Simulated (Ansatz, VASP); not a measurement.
# One calculation of Ta, two programs

Contents of INCAR:

```
ALGO = Normal
EDIFF = 1E-6
ENCUT = 520
GGA = PE
ISIF = 2
ISMEAR = -1
LASPH = T
LCHARG = F
LREAL = F
LWAVE = F
NBANDS = 12
NELM = 100
PREC = Accurate
SIGMA = 0.1
```

KPOINTS

```
k-points
0
Gamma
  22 22 22
```

The input POSCAR:

```
Ta
1.0
   -1.6825722114      1.6825722114      1.6825722114
    1.6825722114     -1.6825722114      1.6825722114
    1.6825722114      1.6825722114     -1.6825722114
Ta
1
Direct
    0.0000000000      0.0000000000      0.0000000000
```

Input for Ansatz:

```yaml
crystal:
  lattice:
    - [-1.6825722114, 1.6825722114, 1.6825722114]
    - [1.6825722114, -1.6825722114, 1.6825722114]
    - [1.6825722114, 1.6825722114, -1.6825722114]
  atoms:
    - { symbol: Ta, position: [0.0, 0.0, 0.0] }
hamiltonian:
  xc: pbe
  pseudopotentials:
    kind: paw
    azcp:
      Ta: "pseudopotentials/Ta.paw.azcp"
basis:
  ecutwfc: 420
  fft_grid_basis: typed
kpoints:
  mp_grid: { grid: [22, 22, 22], shift: [0, 0, 0] }
magnetization:
  spin_polarized: false
scf:
  occupations: { method: fermi_dirac, width: 0.1 }
output:
  stress: true
```

Alike in both runs: task single point; functional PBE; k mesh 22 × 22 × 22; occupations fermi-dirac, width 0.1 eV; no spin polarisation.

|  | VASP | Ansatz |
| --- | --- | --- |
| version | VASP 6.6.1 | Ansatz 0.2.0 |
| potentials or method | VASP PAW PBE potentials, release 64 (Ta_pv) | plane waves (420 eV) with PAW, scalar-relativistic |
| plane-wave cutoff (eV) | 520 | 420 |
| valence electrons in the cell | 11 | 13 |

```tsv
	VASP	Ansatz	Ansatz less VASP
pressure (GPa)	-7.2	-7.2	-0.04
```

The two sets of potentials don't hold the same shells in valence.

Spin-orbit coupling is left out, which matters for the levels of Ta.
